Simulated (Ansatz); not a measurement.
# Structure relaxation of CdS

Method: DFT r2SCAN, scalar-relativistic, plane waves, PAW (Ansatz 0.2.0). Cutoff 500 eV, Γ-centred k mesh, Gaussian smearing, no spin polarisation in the final step.

A relaxed cell is given with its space group left out.

```yaml
crystal:
  lattice:
    - [4.16296, 0.00000, 0.00000]
    - [-2.08148, 3.60523, 0.00000]
    - [0.00000, 0.00000, 6.76593]
  atoms:
    - { symbol: Cd, position: [0.66667, 0.33333, 0.50010] }
    - { symbol: Cd, position: [0.33333, 0.66667, 0.00010] }
    - { symbol: S, position: [0.66667, 0.33333, 0.87690] }
    - { symbol: S, position: [0.33333, 0.66667, 0.37690] }
```

Energies over the elements count from the elements' standard structures at the same level, with no empirical corrections.

Problem. What space group does it have?

Solution. P6_3mc (No. 186). Conventional cell: a = 4.163 Å, c = 6.766 Å. Cd is coordinated by 4 S at 2.54–2.55 Å; around S lie 4 Cd at 2.54–2.55 Å.

Problem. What is its formation energy per atom?

Solution. -0.810 eV/atom.

Problem. Is it a metal?

Solution. No, the gap on the 9×9×4 mesh is 1.63 eV.

The final run used a 9×9×4 mesh on its 4-atom cell and 0.02 eV smearing.